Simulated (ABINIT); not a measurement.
The system is HfO2.

```
Hf O
1.0
     3.55802    0.00000    0.00000
     0.00000    3.55802    0.00000
     0.00000    0.00000    5.17186
Hf O
2 4
Direct
  0.00000 0.00000 0.00000
  0.50000 0.50000 0.50000
  0.00000 0.50000 0.19721
  0.50000 0.00000 0.30279
  0.50000 0.00000 0.80279
  0.00000 0.50000 0.69721
```

Measurements of this composition are mostly on another form, of space group No. 14.

```yaml
Program: ABINIT 10.8.3 (patched build)
Task: relaxation of cell and atoms
Functional: LDA
Potentials_or_basis: JTH PAW LDA v2.0
Cutoff: 626 eV
k_mesh: 7 × 7 × 4
Occupations: fermi-dirac, width 0.05 eV
Spin: no spin polarisation
```

At the start: pressure -7.9 GPa; volume 10.91 Å³/atom.

Problem. How do energy, volume and symmetry change on relaxing?

Solution. Over 10 steps the energy falls by 10.4 meV/atom and the volume is 10.50 Å³/atom (-3.8 %); space group P4_2/nmc (No. 137, to 0.05 Å).

Step by step:
| step | energy change (eV) | largest force (eV/Å) | pressure (GPa) | volume (Å³) |
| --- | --- | --- | --- | --- |
| 1 | 0.0000 | 0.0202 | -7.90 | 65.47 |
| 2 | -0.0473 | 0.1187 | -1.62 | 63.90 |
| 3 | -0.0504 | 0.1508 | 0.06 | 63.49 |
| 4 | -0.0519 | 0.1521 | 0.42 | 63.37 |
| 5 | -0.0569 | 0.1317 | 1.09 | 63.03 |
| 6 | -0.0597 | 0.0847 | 0.87 | 62.93 |
| 7 | -0.0618 | 0.0326 | 0.21 | 62.99 |
| 8 | -0.0625 | 0.0025 | -0.17 | 63.04 |
| 9 | -0.0626 | 0.0019 | -0.12 | 63.02 |
| 10 | -0.0626 | 0.0007 | -0.02 | 63.01 |

Final structure:
```
Hf O
1.0
     3.52317    0.00000    0.00000
     0.00000    3.52317    0.00000
     0.00000    0.00000    5.07584
Hf O
2 4
Direct
  0.00000 0.00000 0.00000
  0.50000 0.50000 0.50000
  0.00000 0.50000 0.20481
  0.50000 0.00000 0.29519
  0.50000 0.00000 0.79519
  0.00000 0.50000 0.70481
```
